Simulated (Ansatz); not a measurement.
**KI under changes of volume**

One of the cells (44.091 Å³/atom); the others are scaled copies at fixed shape and fractional positions:

```
I K
1.0
     0.00000    3.53277    3.53277
     3.53277    0.00000    3.53277
     3.53277    3.53277    0.00000
I K
1 1
Direct
  0.50000 0.50000 0.50000
  0.00000 0.00000 0.00000
```

| Item | Value |
| --- | --- |
| Program | Ansatz 0.2.0 |
| Functional | PBE |
| Potentials or basis | Ansatz PAW |
| Cutoff | 420 eV (not typed: the program's choice for these potentials) |
| k mesh | 7 × 7 × 7 |
| Occupations | fermi-dirac, width 0.05 eV |
| Spin | no spin polarisation |

| volume (Å³/atom) | energy over the lowest point (meV/atom) | pressure (GPa) | gap on the mesh (eV) |
| --- | --- | --- | --- |
| 41.445 | 20.83 | 1.5 | 4.12 |
| 42.327 | ? | ? | ? |
| 43.209 | 7.74 | 0.9 | 4.01 |
| 44.091 | 3.75 | 0.6 | 3.97 |
| 44.973 | 1.23 | 0.3 | 3.92 |
| 45.854 | 0.03 | 0.1 | 3.88 |
| 46.736 | 0.00 | -0.1 | 3.84 |

Problem. What does the run at 42.327 Å³/atom give?

Solution. Energy over the lowest point 13.36 meV/atom; pressure 1.2 GPa; gap on the mesh 4.06 eV.

Worked out: A Birch-Murnaghan fit of order 3 (a polynomial in V^(-2/3)) to the other rows has its minimum at 46.31 Å³/atom with B0 = V·E''(V) = 10.6 GPa and B' = 4.8. It gives 13.37 meV/atom at 42.327 Å³/atom, against the run's 13.36, and -dE/dV = 1.2 GPa, against 1.2. A straight line through the other rows of the gap, of slope -2.32 eV per unit of ln V (its deformation potential), gives 4.07 eV, against the run's 4.06.

Energies are extrapolated to zero smearing.

Caveats: odd divisions of the mesh miss points on the zone boundary, where band edges often lie, so the gap on the mesh can be too wide; spin-orbit coupling is left out, which moves the levels of the heavy elements.

A mesh can miss the band edges.
